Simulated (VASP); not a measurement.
# NiO (Fm-3m) in VASP: further runs, part 2 of 3

VASP 6.6.1.

### 4 Electric field gradients, LDA, collinear spin, ferromagnetic start

File INCAR:

```
PREC = Accurate
ENCUT = 520
EDIFF = 1E-8
ISMEAR = 0
SIGMA = 0.02
LREAL = F
LASPH = T
NELM = 100
ALGO = Fast
ISIF = 2
LWAVE = F
LCHARG = F
ISPIN = 2
MAGMOM = 1 0
LORBIT = 11
LMAXMIX = 4
GGA = CA
LEFG = T
```

File KPOINTS:

```
Automatic mesh
0
Gamma
  11 11 11
```

File POSCAR:

```
NiO
1.0
    0.0000000000      2.0859016414      2.0859016414
    2.0859016414      0.0000000000      2.0859016414
    2.0859016414      2.0859016414      0.0000000000
Ni O
1 1
Direct
    0.0000000000      0.0000000000      0.0000000000
    0.5000000000      0.5000000000      0.5000000000
```

Potentials or basis: VASP PAW LDA potentials, release 64 (Ni, O).

Run with:

```sh
$ cat potpaw_LDA.64/Ni/POTCAR potpaw_LDA.64/O/POTCAR > POTCAR
$ mpirun -np 1 vasp_std > vasp.out
```

OUTCAR:

```text
PREC = Accurate
   ENCUT = 520
   EDIFF = 1E-8
   ISMEAR = 0
   LREAL = F
   LASPH = T
   NELM = 100
   ISIF = 2
   ISPIN = 2
   LORBIT = 11
   GGA = CA

 ion  position               nearest neighbor table
   1  0.000  0.000  0.000-   2 2.09   2 2.09   2 2.09   2 2.09   2 2.09   2 2.09
   2  0.500  0.500  0.500-   1 2.09   1 2.09   1 2.09   1 2.09   1 2.09   1 2.09

  LATTYP: Found a face centered cubic cell.
 ALAT       =     4.1718032828

  Lattice vectors:

 A1 = (   0.0000000000,   2.0859016414,   2.0859016414)
 A2 = (   2.0859016414,   0.0000000000,   2.0859016414)
[... 1015 lines left out ...]

 Electric field gradients after diagonalization (V/A^2)
 (convention: |V_zz| > |V_xx| > |V_yy|)
----------------------------------------------------------------------
 ion       V_xx      V_yy      V_zz     asymmetry (V_yy - V_xx)/ V_zz
----------------------------------------------------------------------
   1       0.002     0.002    -0.004       0.000
   2       0.002     0.002    -0.003       0.000
----------------------------------------------------------------------

           NMR quadrupolar parameters

 Cq : quadrupolar parameter    Cq=e*Q*V_zz/h
 eta: asymmetry parameters     (V_yy - V_xx)/ V_zz
 Q  : nuclear electric quadrupole moment in mb (millibarn)
----------------------------------------------------------------------
 ion       Cq(MHz)       eta       Q (mb)
----------------------------------------------------------------------
   1      -0.000       0.000       1.000
   2      -0.000       0.000       1.000
----------------------------------------------------------------------

 total charge

# of ion       s       p       d       tot
------------------------------------------
    1        0.332   0.397   8.357   9.086
    2        1.560   3.337   0.000   4.898
--------------------------------------------------
tot          1.892   3.734   8.357  13.984

 magnetization (x)

# of ion       s       p       d       tot
------------------------------------------
    1        0.004   0.004   0.295   0.304
    2        0.008   0.038   0.000   0.046
--------------------------------------------------
tot          0.012   0.043   0.295   0.350
```

OSZICAR:

```text
N       E                     dE             d eps       ncg     rms          rms(c)
DAV:   1     0.857588648805E+02    0.85759E+02   -0.78034E+03  3008   0.154E+03
DAV:   2    -0.978623145808E+01   -0.95545E+02   -0.84311E+02  3127   0.290E+02
DAV:   3    -0.154069099561E+02   -0.56207E+01   -0.54436E+01  3332   0.786E+01
DAV:   4    -0.154703303726E+02   -0.63420E-01   -0.63318E-01  3212   0.823E+00
DAV:   5    -0.154716493880E+02   -0.13190E-02   -0.13190E-02  3280   0.125E+00    0.137E+01
RMM:   6    -0.148194211673E+02    0.65223E+00   -0.10565E+01  3241   0.434E+01    0.174E+01
RMM:   7    -0.133649376615E+02    0.14545E+01   -0.31751E+00  3061   0.241E+01    0.522E+00
RMM:   8    -0.132923016747E+02    0.72636E-01   -0.61596E-02  3301   0.338E+00    0.243E+00
RMM:   9    -0.132899387696E+02    0.23629E-02   -0.20403E-02  3355   0.201E+00    0.555E-01
RMM:  10    -0.132889997482E+02    0.93902E-03   -0.40305E-03  3514   0.914E-01    0.117E-01
RMM:  11    -0.132889260104E+02    0.73738E-04   -0.52681E-04  3443   0.332E-01    0.812E-02
RMM:  12    -0.132889011920E+02    0.24818E-04   -0.10495E-04  3512   0.127E-01    0.503E-02
RMM:  13    -0.132889007298E+02    0.46223E-06   -0.23461E-05  3830   0.498E-02    0.181E-02
RMM:  14    -0.132888986846E+02    0.20452E-05   -0.61068E-06  3767   0.293E-02    0.953E-03
RMM:  15    -0.132888993986E+02   -0.71402E-06   -0.21652E-06  3844   0.136E-02    0.405E-03
RMM:  16    -0.132888993305E+02    0.68109E-07   -0.54538E-07  3998   0.565E-03    0.175E-03
RMM:  17    -0.132888993386E+02   -0.81623E-08   -0.74231E-08  2847   0.223E-03
   1 F= -.13288899E+02 E0= -.13288724E+02  d E =-.350931E-03  mag=     0.3603
```

Run time: 26 s. Hardware: 1 thread of Intel Xeon 6975P-C (Granite Rapids), shared host; peak memory 0.15 GiB.

Results:

```yaml
Free_energy: -13.2889 eV
Pressure: -19.7 GPa
Band_gap_on_the_k_mesh: none (metal or under the smearing width)
Net_moment: 0.36 μB per cell
Site_moments: Ni +0.30; O +0.05 μB
Valence_electrons_inside_the_program's_atomic_spheres: Ni 9.09; O 4.90
```

Electric field gradients, principal values (V/Å²):
```
atom    Vxx    Vyy     Vzz
1 Ni  0.002  0.002  -0.004
 2 O  0.002  0.002  -0.003
```

Caveat: so large a pressure means that the cell lies far from this level's equilibrium, or that cutoff or potentials fall short; semilocal functionals often make such compounds metallic where correlation or magnetic order opens a gap, which also shifts bond lengths.

### 5 Core levels, LDA, collinear spin, ferromagnetic start

File INCAR:

```
PREC = Accurate
ENCUT = 520
EDIFF = 1E-6
ISMEAR = 0
SIGMA = 0.02
LREAL = F
LASPH = T
NELM = 100
ALGO = Normal
ISIF = 2
LWAVE = F
LCHARG = F
ISPIN = 2
MAGMOM = 1 0
LORBIT = 11
LMAXMIX = 4
GGA = CA
ICORELEVEL = 1
```

File KPOINTS:

```
regular mesh
0
Gamma
  11 11 11
```

POSCAR is that of step 4.

Potentials or basis: VASP PAW LDA potentials, release 64 (Ni, O).

Run with:

```sh
$ cat potpaw_LDA.64/Ni/POTCAR potpaw_LDA.64/O/POTCAR > POTCAR
$ mpirun -np 1 vasp_std > vasp.out
```

OUTCAR:

```text
PREC = Accurate
   ENCUT = 520
   EDIFF = 1E-6
   ISMEAR = 0
   LREAL = F
   LASPH = T
   NELM = 100
   ISIF = 2
   ISPIN = 2
   LORBIT = 11
   GGA = CA

 ion  position               nearest neighbor table
   1  0.000  0.000  0.000-   2 2.09   2 2.09   2 2.09   2 2.09   2 2.09   2 2.09
   2  0.500  0.500  0.500-   1 2.09   1 2.09   1 2.09   1 2.09   1 2.09   1 2.09

  LATTYP: Found a face centered cubic cell.
 ALAT       =     4.1718032828

  Lattice vectors:

 A1 = (   0.0000000000,   2.0859016414,   2.0859016414)
 A2 = (   2.0859016414,   0.0000000000,   2.0859016414)
 A3 = (   2.0859016414,   2.0859016414,   0.0000000000)

Analysis of symmetry for initial positions (statically):
=====================================================================
 Subroutine PRICEL returns:
 Original cell was already a primitive cell.

 Routine SETGRP: Setting up the symmetry group for a
 face centered cubic supercell.

 Subroutine GETGRP returns: Found 48 space group operations
 (whereof 48 operations were pure point group operations)
 out of a pool of 48 trial point group operations.

The static configuration has the point symmetry O_h .

Analysis of symmetry for dynamics (positions and initial velocities):
=====================================================================
 Subroutine PRICEL returns:
 Original cell was already a primitive cell.

 Routine SETGRP: Setting up the symmetry group for a
 face centered cubic supercell.

 Subroutine GETGRP returns: Found 48 space group operations
 (whereof 48 operations were pure point group operations)
 out of a pool of 48 trial point group operations.

The dynamic configuration has the point symmetry O_h .

Analysis of structural, dynamic, and magnetic symmetry:
=====================================================================
 Subroutine PRICEL returns:
 Original cell was already a primitive cell.

 Routine SETGRP: Setting up the symmetry group for a
 face centered cubic supercell.

 Subroutine GETGRP returns: Found 48 space group operations
[... 445 lines left out ...]
      5       5.3697      1.00000
      6       6.0373      1.00000
      7       6.5606      1.00000
      8       6.7184      1.00000
      9       7.2515      1.00000
     10      12.7106      0.00000
     11      20.6720      0.00000
     12      21.5328      0.00000

 Fermi energy:         7.5379045771

 spin component 2

 k-point     1 :       0.0000    0.0000    0.0000
  band No.  band energies     occupation
      1     -12.5734      1.00000
      2       4.5152      1.00000
      3       4.5152      1.00000
      4       4.5152      1.00000
      5       5.8261      1.00000
      6       5.8261      1.00000
      7       5.8261      1.00000
      8       6.1080      1.00000
      9       6.1080      1.00000
     10       9.3069      0.00000
     11      25.3300      0.00000
     12      26.6412      0.00000
     13      26.6412      0.00000
[... 354 lines left out ...]
  band No.  band energies     occupation
      1     -11.7182      1.00000
      2       1.1049      1.00000
      3       2.6410      1.00000
      4       2.8869      1.00000
      5       6.1987      1.00000
      6       6.5267      1.00000
      7       6.6839      1.00000
      8       6.9709      1.00000
      9       8.5777      0.00000
     10      12.9254      0.00000
     11      19.8520      0.00000
     12      20.8627      0.00000
     13      24.0893      0.00000

 [... further k-points ...]

------------------------ aborting loop because EDIFF is reached ----------------------------------------

  FORCE on cell =-STRESS in cart. coord.  units (eV):
  Direction    XX          YY          ZZ          XY          YZ          ZX
  --------------------------------------------------------------------------------------
  -------------------------------------------------------------------------------------
  Total       -2.2329053     -2.2329053     -2.2329053      0.0000000      0.0000000     -0.0000000
  in kB     -197.0921887   -197.0921887   -197.0921887      0.0000000      0.0000000     -0.0000000
  external PRESSURE =    -197.0921887 kB  Pullay stress =       0.0000000 kB

 VOLUME and BASIS-vectors are now :
 -----------------------------------------------------------------------------
  energy-cutoff  :      520.00
  volume of cell :       18.15
      direct lattice vectors                 reciprocal lattice vectors
     0.000000000  2.085901641  2.085901641    -0.239704495  0.239704495  0.239704495
     2.085901641  0.000000000  2.085901641     0.239704495 -0.239704495  0.239704495
     2.085901641  2.085901641  0.000000000     0.239704495  0.239704495 -0.239704495

 POSITION                                       TOTAL-FORCE (eV/Angst)
 -----------------------------------------------------------------------------------
      0.00000      0.00000      0.00000         0.000000      0.000000      0.000000
      2.08590      2.08590      2.08590         0.000000      0.000000      0.000000
 -----------------------------------------------------------------------------------
    total drift:                                0.000000     -0.000000     -0.000000

  FREE ENERGIE OF THE ION-ELECTRON SYSTEM (eV)
  ---------------------------------------------------
  free  energy   TOTEN  =       -13.2888993365 eV

  energy  without entropy=      -13.2885490471  energy(sigma->0) =      -13.28872419

 total charge

# of ion       s       p       d       tot
------------------------------------------
    1        0.332   0.397   8.357   9.086
    2        1.560   3.337   0.000   4.898
--------------------------------------------------
tot          1.892   3.734   8.357  13.984

 magnetization (x)

# of ion       s       p       d       tot
------------------------------------------
    1        0.004   0.004   0.295   0.304
    2        0.008   0.038   0.000   0.046
--------------------------------------------------
tot          0.012   0.043   0.295   0.350
```

OSZICAR:

```text
N       E                     dE             d eps       ncg     rms          rms(c)
DAV:   1     0.857588648805E+02    0.85759E+02   -0.78034E+03  3008   0.154E+03
DAV:   2    -0.978623145808E+01   -0.95545E+02   -0.84311E+02  3127   0.290E+02
DAV:   3    -0.154069099561E+02   -0.56207E+01   -0.54436E+01  3332   0.786E+01
DAV:   4    -0.154703303726E+02   -0.63420E-01   -0.63318E-01  3212   0.823E+00
DAV:   5    -0.154716493880E+02   -0.13190E-02   -0.13190E-02  3280   0.125E+00    0.137E+01
DAV:   6    -0.147957046949E+02    0.67594E+00   -0.16949E+01  3122   0.841E+01    0.164E+01
DAV:   7    -0.133376763219E+02    0.14580E+01   -0.64624E+00  3299   0.707E+01    0.520E+00
DAV:   8    -0.132887866792E+02    0.48890E-01   -0.42368E-01  3473   0.113E+01    0.229E+00
DAV:   9    -0.132910090260E+02   -0.22223E-02   -0.27226E-02  3350   0.271E+00    0.546E-01
DAV:  10    -0.132888477933E+02    0.21612E-02   -0.50474E-03  3537   0.172E+00    0.115E-01
DAV:  11    -0.132889093494E+02   -0.61556E-04   -0.77715E-04  3845   0.397E-01    0.583E-02
DAV:  12    -0.132888988872E+02    0.10462E-04   -0.36212E-05  4324   0.116E-01    0.193E-02
DAV:  13    -0.132889000800E+02   -0.11928E-05   -0.38865E-06  3248   0.267E-02    0.100E-02
DAV:  14    -0.132888993365E+02    0.74350E-06   -0.54272E-07  1486   0.138E-02
   1 F= -.13288899E+02 E0= -.13288724E+02  d E =-.350289E-03  mag=     0.3600
```

Wall time 20 s (1 thread of Intel Xeon 6975P-C (Granite Rapids), shared host); peak memory 0.15 GiB.

What came out:

* Free energy: -13.2889 eV
* Pressure: -19.7 GPa
* Band gap on the k mesh: none (metal or under the smearing width)
* Net moment: 0.36 μB per cell
* Site moments: Ni +0.30; O +0.05 μB
* Valence electrons inside the program's atomic spheres: Ni 9.09; O 4.90

Levels at points of the mesh, in eV from the Fermi level:
Spin up:
```tsv
k point	band 6	band 7	band 8	band 9	band 10	band 11
(0.00, 0.00, 0.00)	-1.91	-1.91	-1.82	-1.82	1.70	17.78
```
Spin down:
```
           k point  band 5  band 6  band 7  band 8  band 9  band 10  band 11  band 12
(0.00, 0.00, 0.00)   -1.71   -1.71   -1.71   -1.43   -1.43     1.77    17.79    19.10
```

Core levels (eV, on the scale of the bands):
| atom | levels |
| --- | --- |
| 1 Ni | 1s -8155.8, 2s -961.9, 2p -827.3, 3s -94.4, 3p -55.4 |
| 2 O | 1s -495.4 |

Caveat: so large a pressure means that the cell lies far from this level's equilibrium, or that cutoff or potentials fall short; semilocal functionals often make such compounds metallic where correlation or magnetic order opens a gap, which also shifts bond lengths.

(Part 2 of 3 ends here.)
